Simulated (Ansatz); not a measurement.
Relaxed-ion elastic tensor of RuO₂ (rutile, P4_2/mnm) in GPa (Voigt order), DFT-PBEsol in the program Ansatz with PAW potentials; density 7.16 g/cm³, 10.28 Å³ per atom.

```json
[
 {"": "1", "1": "313", "2": "267", "3": "220", "4": "0.0", "5": "0.0", "6": "0.0"},
 {"": "2", "1": "267", "2": "313", "3": "220", "4": "0.0", "5": "0.0", "6": "0.0"},
 {"": "3", "1": "220", "2": "220", "3": "569", "4": "0.0", "5": "0.0", "6": "0.0"},
 {"": "4", "1": "0.0", "2": "0.0", "3": "0.0", "4": "115", "5": "0.0", "6": "0.0"},
 {"": "5", "1": "0.0", "2": "0.0", "3": "0.0", "4": "0.0", "5": "115", "6": "0.0"},
 {"": "6", "1": "0.0", "2": "0.0", "3": "0.0", "4": "0.0", "5": "0.0", "6": "235"}
]
```

Question: Is the crystal mechanically stable?

Answer: Yes: the smallest eigenvalue of C is 46.1 GPa.

Question: Work out the Voigt, Reuss and Hill averages.

Answer: K_V = 290, K_R = 278, K_H = 284; G_V = 126, G_R = 69.0, G_H = 97.2 GPa.

Question: Give Young's modulus, Poisson's ratio, Pugh's ratio and the universal anisotropy index.

Answer: E = 9KG/(3K + G) = 262 GPa; ν = 0.35; K/G = 2.92 (ductile by the Pugh limit of 1.75); A_U = 5G_V/G_R + K_V/K_R − 6 = 4.14.

Question: Estimate the sound speeds and the Debye temperature.

Answer: v_l = √((K + 4G/3)/ρ) = 7600 m/s, v_t = √(G/ρ) = 3690 m/s, mean 4140 m/s; Θ = (h/k)(3n/4πV)^(1/3) v_m = 567 K.

Question: How much does each axis shrink under pressure?

Answer: Linear compressibilities β_i = Σ_j S_ij (j = 1 to 3): x 1.5, y 1.5, z 0.60 per TPa.

The PBEsol relaxation kept the symmetry of its start. No spin polarisation was allowed. As this level gives no gap, shear constants depend on the k-mesh and smearing (Fermi–Dirac, 0.1 eV here).

Potentials: the earlier of the program's two PAW sets. The files were generated under PBE; for other functionals the program regenerates the frozen cores, and for LDA and PBEsol the local potential too.
